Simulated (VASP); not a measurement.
Runs of VASP 6.6.1 on MoS2. Symmetry: C2/m, No. 12, monoclinic system. Conventional cell: a = 6.296 Å, b = 3.860 Å, c = 4.439 Å, α = 90.00°, β = 90.04°, γ = 90.00°. Mo (site symmetry 2/m) is surrounded by 6 S at 2.35 to 2.60 Å. S (site symmetry m) has 3 Mo at 2.35 to 2.60 Å as nearest neighbours. The cell comes from a database or a generator and needn't be the stable form of this composition.

| level | spin | U | gap on the mesh (eV) | pressure (GPa) | moment (μB) | largest force (eV/Å) |
| --- | --- | --- | --- | --- | --- | --- |
| PBE+U | collinear, ferromagnetic start | Mo d U = 2 eV | none | 4.6 | 2.05 | 1.44 |
| PBE+U | collinear, random start | Mo d U = 3 eV | none | 6.2 | 2.14 | 1.38 |
| PBE+U | collinear, random start | Mo d U = 2 eV | none | 4.6 | 2.05 | 1.44 |
| PBEsol+U | collinear, ferromagnetic start | Mo d U = 3 eV | none | 1.1 | 2.12 | 1.39 |
| PBEsol+U | collinear, random start | Mo d U = 2 eV | none | -0.5 | 2.03 | 1.45 |
| PBE+U | collinear, zero start | Mo d U = 2 eV | none | -2.4 | (b) | 1.13 |
| PBEsol+U | non-collinear, random start | Mo d U = 2 eV | none | -0.5 | 2.03 | 1.45 |
| PBE+U | collinear, ferromagnetic start | Mo d U = 3 eV | none | 6.2 | 2.14 | 1.38 |
| PBEsol+U | off | Mo d U = 2 eV | none | (a) | - | 1.13 |

Alike in all rows: task single point; potentials or basis VASP PAW PBE potentials, release 64 (Mo_sv, S); cell as given; k mesh 6 × 6 × 4; cutoff (eV) 520; smearing gaussian 0.05 eV.

Task: Estimate the missing entries.

Result: (a) -7.3; (b) 0.00.

Caveats: forces of over 1 eV/Å show positions far from the minimum, so gaps and moduli don't describe the material at rest (some runs); the PAW data sets were made with another functional, which shifts forces and pressure a little (some runs); U without spin polarisation on a metal has little footing (some runs).

A k mesh can miss the band edges, and the runs leave out spin-orbit coupling on Mo.

A gap of «none» marks a metal or a gap under the smearing width.

Not every run made on this cell is shown here.
